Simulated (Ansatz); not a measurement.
An inverse problem

Cell vectors (Å):

```
0.0000 3.2194 3.2194
3.2194 0.0000 3.2194
3.2194 3.2194 0.0000
```

```json
{"atom": "X", "a": "0.0000", "b": "0.0000", "c": "0.0000"}
{"atom": "Te", "a": "0.2500", "b": "0.2500", "c": "0.2500"}
```

All numbers below come from PBEsol, all-electron LAPW in Ansatz 0.2.0, scalar-relativistic. k mesh 6×6×6, fixed occupations.

Harmonic phonons of a crystal by Kohn-Sham DFT at the given cell, standard atomic masses, acoustic sum rule imposed; negative wavenumbers are unstable modes.

| point | q a (r.l.u.) | q b (r.l.u.) | q c (r.l.u.) | branch | phonon wavenumber (cm⁻¹) |
| --- | --- | --- | --- | --- | --- |
| Gamma | 0 | 0 | 0 | 4 | 237.7 |
| L | 0.5 | 0 | 0 | 1 | 36.2 |
| L | 0.5 | 0 | 0 | 3 | 114.4 |
| L | 0.5 | 0 | 0 | 4 | 234 |
| L | 0.5 | 0 | 0 | 6 | 267.3 |
| X | 0.5 | 0.5 | 0 | 1 | 50.5 |
| X | 0.5 | 0.5 | 0 | 3 | 117.8 |
| X | 0.5 | 0.5 | 0 | 4 | 226.7 |
| X | 0.5 | 0.5 | 0 | 6 | 280 |

Problem. All X atoms are one element. Which one was computed?

Solution. Mg; the crystal is MgTe (F-43m, a database entry that needn't be its stable phase).

Limits of these numbers: this zinc-blende form is metastable at ambient conditions; no LO-TO term at the zone centre.
